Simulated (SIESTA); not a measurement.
Set up this calculation in SIESTA 5.4.2, as the native input.

* Task: band structure
* Functional: PBE
* Potentials or basis: SPMS 1.0 (PBE files) or PseudoDojo by element
* Basis: DZP (energy shift 0.003 Ry; two zetas on semicore shells)
* Grid cutoff: 800 Ry
* Energy shift: 0.003 Ry
* k mesh: 12 × 12 × 12
* Occupations: fermi-dirac, width 0.05 eV
* Spin: no spin polarisation

The system is W.

```xyz
1
Lattice="2.7407 0.0000 0.0000 -0.9136 2.5840 0.0000 -0.9136 -1.2920 2.2378" Properties=species:S:1:pos:R:3 pbc="T T T"
W     0.0000    0.0000    0.0000
```

The input as run:

W.fdf

```
SystemName                      Tungsten
SystemLabel                     W
NumberOfSpecies                 1
NumberOfAtoms                   1
%block ChemicalSpeciesLabel
  1  74 W
%endblock ChemicalSpeciesLabel

LatticeConstant                 2.7407019400 Ang
%block LatticeParameters
  1.0000000000 1.0000000000 1.0000000000 109.4712206311 109.4712206290 109.4712206293
%endblock LatticeParameters
AtomicCoordinatesFormat         Fractional
%block AtomicCoordinatesAndAtomicSpecies
     0.0000000000     0.0000000000     0.0000000000  1  W
%endblock AtomicCoordinatesAndAtomicSpecies

%block kgrid.MonkhorstPack
   12   0   0  0.0
    0  12   0  0.0
    0   0  12  0.0
%endblock kgrid.MonkhorstPack
XC.Functional                   GGA
XC.Authors                      PBE
PAO.BasisSize                   DZP
PAO.EnergyShift                 0.003 Ry
Mesh.Cutoff                     800 Ry
OccupationFunction              FD
ElectronicTemperature           0.05 eV
MaxSCFIterations                120
SCF.MustConverge                false
SCF.Mixer.Method                Pulay
SCF.Mixer.Weight                0.25
SCF.Mixer.History               8
SCF.DM.Tolerance                5.0e-05
SCF.H.Tolerance                 1.0e-03 eV
WriteForces                     true
Charge.Mulliken                 end
BandLinesScale                  ReciprocalLatticeVectors
%block BandLines
    1    0.000000   0.000000   0.000000  \Gamma
   17    0.500000  -0.500000   0.500000  H
   12    0.000000   0.000000   0.500000  N
   12    0.000000   0.000000   0.000000  \Gamma
   15    0.250000   0.250000   0.250000  P
   15    0.500000  -0.500000   0.500000  H
    1    0.250000   0.250000   0.250000  P
    9    0.000000   0.000000   0.500000  N
%endblock BandLines
%block PAO.Basis
  W 5
  n=5 0 2
    3.045 0.000
  n=6 0 2
    5.866 0.000
  n=5 1 2
    3.655 0.000
  n=6 1 1
    5.866
  n=5 2 2
    6.655 0.000
%endblock PAO.Basis
```

Potentials or basis: SPMS 1.0 (PBE files) or PseudoDojo by element, DZP (energy shift 0.003 Ry; two zetas on semicore shells).

Command:

```sh
$ siesta < W.fdf > W.out 2>&1
```

It gave:

```
Pressure               : 7.2 GPa
Band gap on the k mesh : none (metal or under the smearing width)
```

Caveat: short orbitals over semicore shells can move pressures by several GPa; the valence orbitals were made in a potential fitted to the semicore shell under them, which widens gaps by tenths of an eV or more; spin-orbit coupling is left out, which moves the levels of the heavy elements; the basis of atomic orbitals isn't converged, which shifts pressures, moduli and gaps.

Run time: 25 s on 1 thread of Intel(R) Xeon(R) 6975P-C (Granite Rapids), on a shared host, peak memory 0.22 GiB.
